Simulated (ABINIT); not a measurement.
# Ni (Fm-3m) in ABINIT: equation of state

How stiff is Ni in PBEsol, and what volume does it want? The cell is scaled to several volumes.

All numbers are computed with ABINIT 10.8.3 (patched build); they aren't measurements. Logs are shortened: lines on timing, memory, paths and dates and some standing lists are left out, and cuts for length are marked. The log counts tension as positive stress, the text compression.

## 1. Starting point

The structure is cubic, space group Fm-3m (No. 225). The conventional cell has a = 3.475 Å, b = 3.475 Å, c = 3.475 Å, α = 90.00°, β = 90.00°, γ = 90.00°. Around Ni (site symmetry m-3m) lie 12 Ni at 2.46 Å.

## 2. Equation of state, PBEsol, collinear spin, ferromagnetic start

run.abi

```
ndtset 7
getwfk -1
scalecart1 3*0.9795861087
scalecart2 3*0.9864848297
scalecart3 3*0.9932883884
scalecart4 3*1.0000000000
scalecart5 3*1.0066227096
scalecart6 3*1.0131594038
scalecart7 3*1.0196128224

pp_dirpath "./"
pseudos "Ni.upf"

acell 4.6436225084 4.6436225084 4.6436225084
rprim
     0.0000000000     0.7071067812     0.7071067812
     0.7071067812     0.0000000000     0.7071067812
     0.7071067812     0.7071067812     0.0000000000
ntypat 1
znucl 28
natom 1
typat 1
xred
     0.0000000000     0.0000000000     0.0000000000

ecut 1333.357926 eV

kptopt 1
ngkpt 13 13 13
nshiftk 1
shiftk 0.0 0.0 0.0

ixc -116133

nband 14
occopt 3
tsmear 0.05 eV

nsppol 2
spinat
     0.0000000000     0.0000000000     1.0000000000

nstep 100
tolvrs 1.0e-10

iomode 3
prtwf 1
prtden 0
prteig 0
prtebands 0
enunit 1
```

Potentials or basis: PseudoDojo NC SR PBEsol v0.4.1 standard.

Command:

```console
$ abinit run.abi > log 2>&1
```

run.abo:

```text
.Version 10.8.3 of ABINIT
 DATASET    1 : space group Fm -3 m (#225); Bravais cF (face-center cubic)
================================================================================
 Values of the parameters that define the memory need for DATASET  1.
     intxc =       0    ionmov =       0      iscf =       7    lmnmax =       6
     lnmax =       6     mgfft =      30  mpssoang =       3    mqgrid =    3001
     natom =       1  nloc_mem =       1    nspden =       2   nspinor =       1
    nsppol =       2      nsym =      48    n1xccc =    2501    ntypat =       1
    occopt =       3   xclevel =       2
       mpw =        1107          nfft =       27000          nkpt =          84
================================================================================
================================================================================
[... 61 lines left out ...]
 DATASET    7 : space group Fm -3 m (#225); Bravais cF (face-center cubic)
================================================================================
 Values of the parameters that define the memory need for DATASET  7.
     intxc =       0    ionmov =       0      iscf =       7    lmnmax =       6
     lnmax =       6     mgfft =      30  mpssoang =       3    mqgrid =    3001
     natom =       1  nloc_mem =       1    nspden =       2   nspinor =       1
    nsppol =       2      nsym =      48    n1xccc =    2501    ntypat =       1
    occopt =       3   xclevel =       2
       mpw =        1252          nfft =       27000          nkpt =          84
================================================================================
================================================================================

--------------------------------------------------------------------------------
------------- Echo of variables that govern the present computation ------------
--------------------------------------------------------------------------------
 -outvars: echo values of preprocessed input variables --------
            acell      4.6436225084E+00  4.6436225084E+00  4.6436225084E+00 Bohr
              amu      5.86900000E+01
             ecut      4.90000000E+01 Hartree
           enunit           1
           getwfk          -1
                       outvar_i_n : Printing only first  50 k-points.
              ixc     -116133
           jdtset        1    2    3    4    5    6    7
                       outvar_i_n : Printing only first  50 k-points.
         kptrlatt       13    0    0      0   13    0      0    0   13
          kptrlen1     5.91347653E+01
          kptrlen2     5.95512211E+01
          kptrlen3     5.99619321E+01
          kptrlen4     6.03670926E+01
          kptrlen5     6.07668863E+01
          kptrlen6     6.11614876E+01
          kptrlen7     6.15510617E+01
            natom           1
            nband          14
           ndtset           7
            ngfft          30      30      30
             nkpt          84
           nspden           2
           nsppol           2
            nstep         100
             nsym          48
           ntypat           1
                       prtocc : prtvol=0, do not print more k-points.
                       1.000000  1.000000  1.000000  1.000000  1.000000  1.000000
                       1.000000  1.000000  1.000000  0.000000  0.000000  0.000000
                       0.000000  0.000000
                       1.000000  1.000000  1.000000  1.000000  1.000000  1.000000
                       1.000000  1.000000  1.000000  0.000000  0.000000  0.000000
                       0.000000  0.000000
                       1.000000  1.000000  1.000000  1.000000  1.000000  1.000000
                       1.000000  1.000000  1.000000  0.000000  0.000000  0.000000
                       0.000000  0.000000
                       1.000000  1.000000  1.000000  1.000000  1.000000  1.000000
                       1.000000  1.000000  1.000000  0.000000  0.000000  0.000000
                       0.000000  0.000000
                       1.000000  1.000000  1.000000  1.000000  1.000000  1.000000
                       1.000000  1.000000  1.000000  0.000000  0.000000  0.000000
                       0.000000  0.000000
                       1.000000  1.000000  1.000000  1.000000  1.000000  1.000000
                       1.000000  1.000000  1.000000  0.000000  0.000000  0.000000
[... 118 lines left out ...]
                       1.000000  1.000000  1.000000  1.000000  1.000000  1.000000
                       1.000000  1.000000  1.000000  0.000000  0.000000  0.000000
                       0.000000  0.000000
                       1.000000  1.000000  1.000000  1.000000  1.000000  1.000000
                       1.000000  1.000000  1.000000  0.000000  0.000000  0.000000
                       0.000000  0.000000
                       1.000000  1.000000  1.000000  1.000000  1.000000  1.000000
                       1.000000  1.000000  1.000000  0.000000  0.000000  0.000000
                       0.000000  0.000000
                       1.000000  1.000000  1.000000  1.000000  1.000000  1.000000
                       1.000000  1.000000  1.000000  0.000000  0.000000  0.000000
                       0.000000  0.000000
                       1.000000  1.000000  1.000000  1.000000  1.000000  1.000000
                       1.000000  1.000000  1.000000  0.000000  0.000000  0.000000
                       0.000000  0.000000
                       prtocc : prtvol=0, do not print more k-points.
           occopt           3
           prtden           0
        prtebands           0
           prteig           0
            rprim1     0.0000000000E+00  6.9267198023E-01  6.9267198023E-01
                       6.9267198023E-01  0.0000000000E+00  6.9267198023E-01
                       6.9267198023E-01  6.9267198023E-01  0.0000000000E+00
            rprim2     0.0000000000E+00  6.9755011263E-01  6.9755011263E-01
                       6.9755011263E-01  0.0000000000E+00  6.9755011263E-01
                       6.9755011263E-01  6.9755011263E-01  0.0000000000E+00
            rprim3     0.0000000000E+00  7.0236095512E-01  7.0236095512E-01
                       7.0236095512E-01  0.0000000000E+00  7.0236095512E-01
                       7.0236095512E-01  7.0236095512E-01  0.0000000000E+00
            rprim4     0.0000000000E+00  7.0710678120E-01  7.0710678120E-01
                       7.0710678120E-01  0.0000000000E+00  7.0710678120E-01
                       7.0710678120E-01  7.0710678120E-01  0.0000000000E+00
            rprim5     0.0000000000E+00  7.1178974407E-01  7.1178974407E-01
                       7.1178974407E-01  0.0000000000E+00  7.1178974407E-01
                       7.1178974407E-01  7.1178974407E-01  0.0000000000E+00
            rprim6     0.0000000000E+00  7.1641188486E-01  7.1641188486E-01
                       7.1641188486E-01  0.0000000000E+00  7.1641188486E-01
                       7.1641188486E-01  7.1641188486E-01  0.0000000000E+00
            rprim7     0.0000000000E+00  7.2097514092E-01  7.2097514092E-01
                       7.2097514092E-01  0.0000000000E+00  7.2097514092E-01
                       7.2097514092E-01  7.2097514092E-01  0.0000000000E+00
          spgroup         225
           spinat      0.0000000000E+00  0.0000000000E+00  1.0000000000E+00
           tolvrs      1.00000000E-10
           tsmear      1.83746611E-03 Hartree
            typat      1
                       outvars : Printing only first  50 k-points.
            znucl       28.00000

================================================================================

 chkinp: Checking input parameters for consistency, jdtset=   1.

 chkinp: Checking input parameters for consistency, jdtset=   2.
[... 29 lines left out ...]
 getcut: wavevector=  0.0000  0.0000  0.0000  ngfft=  30  30  30
         ecut(hartree)=     49.000   => boxcut(ratio)=   2.09527

--- Pseudopotential description ------------------------------------------------
- pspini: atom type   1  psp file is ./Ni.upf
12 -116133 2 -1 1356                          pspcod,pspxc,lmax,lloc,mmax
     nproj     2     2     2

   3.52292316E+02                                ecore*ucvol(ha*bohr**3)
--------------------------------------------------------------------------------

================================================================================

--- !BeginCycle
iteration_state: {dtset: 1, }
solver: {iscf: 7, nstep: 100, nline: 4, wfoptalg: 0, }
tolerances: {tolvrs: 1.00E-10, }
...
[... 1016 lines left out ...]
-Cartesian components of stress tensor (GPa)         [Pressure= -1.3488E+01 GPa]
- sigma(1 1)=  1.34880175E+01  sigma(3 2)=  0.00000000E+00
- sigma(2 2)=  1.34880175E+01  sigma(3 1)=  0.00000000E+00
- sigma(3 3)=  1.34880175E+01  sigma(2 1)=  0.00000000E+00

== END DATASET(S) ==============================================================
================================================================================

 -outvars: echo values of variables after computation  --------
            acell      4.6436225084E+00  4.6436225084E+00  4.6436225084E+00 Bohr
           etotal1    -1.6765070340E+02
           etotal2    -1.6765120287E+02
           etotal3    -1.6765143483E+02
           etotal4    -1.6765142892E+02
           etotal5    -1.6765121203E+02
           etotal6    -1.6765080764E+02
           etotal7    -1.6765023693E+02
            fcart1    -0.0000000000E+00 -0.0000000000E+00 -0.0000000000E+00
            fcart2    -0.0000000000E+00 -0.0000000000E+00 -0.0000000000E+00
            fcart3    -0.0000000000E+00 -0.0000000000E+00 -0.0000000000E+00
            fcart4    -0.0000000000E+00 -0.0000000000E+00 -0.0000000000E+00
            fcart5    -0.0000000000E+00 -0.0000000000E+00 -0.0000000000E+00
            fcart6    -0.0000000000E+00 -0.0000000000E+00 -0.0000000000E+00
            fcart7    -0.0000000000E+00 -0.0000000000E+00 -0.0000000000E+00
            rprim1     0.0000000000E+00  6.9267198023E-01  6.9267198023E-01
                       6.9267198023E-01  0.0000000000E+00  6.9267198023E-01
                       6.9267198023E-01  6.9267198023E-01  0.0000000000E+00
[... 17 lines left out ...]
                       7.2097514092E-01  7.2097514092E-01  0.0000000000E+00
           strten1    -4.5349246575E-04 -4.5349246575E-04 -4.5349246575E-04
                       0.0000000000E+00  0.0000000000E+00  0.0000000000E+00
           strten2    -2.5322606734E-04 -2.5322606734E-04 -2.5322606734E-04
                       0.0000000000E+00  0.0000000000E+00  0.0000000000E+00
           strten3    -7.5297485752E-05 -7.5297485752E-05 -7.5297485752E-05
                       0.0000000000E+00  0.0000000000E+00  0.0000000000E+00
           strten4     8.2787320335E-05  8.2787320335E-05  8.2787320335E-05
                       0.0000000000E+00  0.0000000000E+00  0.0000000000E+00
           strten5     2.2320283851E-04  2.2320283851E-04  2.2320283851E-04
                       0.0000000000E+00  0.0000000000E+00  0.0000000000E+00
           strten6     3.4785380176E-04  3.4785380176E-04  3.4785380176E-04
                       0.0000000000E+00  0.0000000000E+00  0.0000000000E+00
           strten7     4.5844839553E-04  4.5844839553E-04  4.5844839553E-04
                       0.0000000000E+00  0.0000000000E+00  0.0000000000E+00
 Calculation completed.
```

It took 8.2 min on 1 thread of Arm Neoverse V1, shared host; peak memory 0.14 GiB.

What came out:

```
Equilibrium volume                      : 10.38 Å³/atom
Bulk modulus                            : 231 GPa
Pressure derivative of the bulk modulus : 4.9
```

Energy against volume, from the lowest point:
| volume (Å³/atom) | energy (meV/atom) |
| --- | --- |
| 9.862 | 19.90 |
| 10.072 | 6.31 |
| 10.282 | 0.00 |
| 10.492 | 0.16 |
| 10.702 | 6.06 |
| 10.912 | 17.07 |
| 11.122 | 32.60 |

Caveat: pressures at fixed basis lie under the slope of the energies.
